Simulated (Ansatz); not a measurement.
The system is TaSi2.

```xyz
9
Lattice="4.7839 0.0000 0.0000 -2.3920 4.1430 0.0000 0.0000 0.0000 6.5700" Properties=species:S:1:pos:R:3 pbc="T T T"
Ta   -1.1960    2.0715    2.1900
Ta    1.1960    2.0715    4.3800
Ta    2.3920    0.0000    0.0000
Si    1.1407    0.6586    2.1900
Si   -1.2512    3.4844    4.3800
Si    2.3920    2.8258    0.0000
Si    1.2512    3.4844    2.1900
Si    3.6432    0.6586    4.3800
Si    0.0000    1.3172    0.0000
```

Base run:

```yaml
Program: Ansatz 0.2.0
Functional: PBEsol
Potentials_or_basis: Ansatz PAW
Cutoff: "420 eV (not typed: the program's choice for these potentials)"
k_mesh: 5 × 5 × 3
Occupations: fermi-dirac, width 0.05 eV
Spin: no spin polarisation
Hubbard_terms: Ta d U = 5 eV
```

Its results: band gap on the k mesh none (metal or under the smearing width); pressure -0.6 GPa; largest force 0.083 eV/Å.

The run is repeated on the same cell with these changes: hubbard terms from Ta d U = 5 eV to Ta d U = 6 eV. What comes out?

Band gap on the k mesh none (metal or under the smearing width); pressure -0.2 GPa; largest force 0.111 eV/Å.

Caveats: U without spin polarisation on a metal has little footing; the PAW data sets come from PBE, with cores solved anew for the run's functional, which leaves a small shift of forces and pressure; the U is typed as a test and isn't derived for this compound.
